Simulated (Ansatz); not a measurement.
## Ta2N in Ansatz: the effect of target pressure

The system is Ta2N.

```xyz
3
Lattice="3.1129 0.0000 0.0000 -1.5564 2.6958 0.0000 0.0000 0.0000 4.8698" Properties=species:S:1:pos:R:3 pbc="T T T"
Ta    0.0000    1.7972    1.2404
Ta    1.5564    0.8986    3.6294
N     0.0000    0.0000    0.0000
```

The cell comes from a database or a generator and needn't be the stable form of this composition.

Alike in all runs:

* Program: Ansatz 0.2.0
* Task: relaxation of cell and atoms
* Functional: PBEsol
* Potentials or basis: Ansatz PAW
* Cutoff: 420 eV (not typed: the program's choice for these potentials)
* k mesh: 10 × 10 × 6
* Occupations: fermi-dirac, width 0.05 eV
* Spin: no spin polarisation

Each run relaxes the cell or the atoms first.

```tsv
target pressure	relaxed volume (Å³/atom)
0 GPa	13.20
2 GPa	13.11
5 GPa	12.97
10 GPa	12.77
20 GPa	12.42
30 GPa	?
```

Q: What does the run with target pressure 30 GPa give?

A: Relaxed volume 12.11 Å³/atom.

Worked out: In Murnaghan's law V^(-B') rises as a straight line in P. The other rows fit best with B' = 6.5, V0 = 13.20 Å³/atom and B0 = 267 GPa, which gives 12.13 Å³/atom at 30 GPa, against the run's 12.11.

Caveats: the plane-wave basis is chosen anew once the cell has moved, so the energies of steps on either side of that aren't comparable; the PAW data sets come from PBE, with cores solved anew for the run's functional, which leaves a small shift of forces and pressure.
